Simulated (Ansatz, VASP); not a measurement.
## C: VASP beside Ansatz

The input INCAR:

```
SYSTEM = C
  ALGO = Normal
  DIPOL = 0.5 0.5 0.360
  EDIFF = 1E-6
  ENCUT = 520
  GGA = PE
  IDIPOL = 3
  ISIF = 2
  ISMEAR = 0
  IVDW = 12
  LASPH = .True.
  LCHARG = .True.
  LDIPOL = .True.
  LELF = .True.
  LREAL = .False.
  LVACPOTAV = .True.
  LVHAR = .True.
  LWAVE = .False.
  NBANDS = 16
  NELM = 80
  PREC = Accurate
  SIGMA = 0.1
```

Contents of KPOINTS:

```
k-points
0
Gamma
  15 15 1
  0 0 0
```

File POSCAR:

```
C
1.0
    2.4656524409      0.0000000000      0.0000000000
   -1.2328262205      2.1353176508      0.0000000000
    0.0000000000      0.0000000000     17.5000663883
C
4
Direct
    0.6666666667      0.3333333333      0.2571437784
    0.3333333333      0.6666666667      0.2571418816
    1.3333333333      0.6666666667      0.4634306070
    1.6666666667      0.3333333333      0.4634287102
```

Input for Ansatz:

```yaml
crystal:
  lattice:
    - [2.4656524409, 0.0, 0.0]
    - [-1.2328262205, 2.1353176508, 0.0]
    - [0.0, 0.0, 17.5000663883]
  atoms:
    - { symbol: C, position: [0.6666666667, 0.3333333333, 0.2571437784] }
    - { symbol: C, position: [0.3333333333, 0.6666666667, 0.2571418816] }
    - { symbol: C, position: [1.3333333333, 0.6666666667, 0.463430607] }
    - { symbol: C, position: [1.6666666667, 0.3333333333, 0.4634287102] }
basis:
  ecutwfc: 420
kpoints:
  mp_grid: { grid: [15, 15, 1] }
hamiltonian:
  xc: pbe
  pseudopotentials: { kind: paw, azcp: { folder: soft_1 } }
  dispersion: d3bj
scf:
  occupations: { method: gaussian, width: 0.1 }
output:
  forces: true
  eigenvalues: true
efield:
  axis: 3
  dipole_correction: true
  ramp_width: 0.04
```

Alike in both runs: task single point; functional PBE; dispersion D3(BJ); k mesh 15 × 15 × 1; occupations gaussian, width 0.1 eV; no spin polarisation.

```csv
,VASP,Ansatz
version,VASP 6.6.1,Ansatz 0.2.0
potentials or method,"VASP PAW PBE potentials, release 64 (C)","scalar-relativistic, plane waves, PAW"
plane-wave cutoff (eV),520,420
valence electrons in the cell,16,16
```

```csv
,VASP,Ansatz,Ansatz less VASP
gap on the k mesh at the Fermi level (eV),0.43,0.43,0.000
least direct gap on the mesh (eV),0.43,0.43,0.000
```

Ansatz warned: «structure_snapped_to_symmetry».
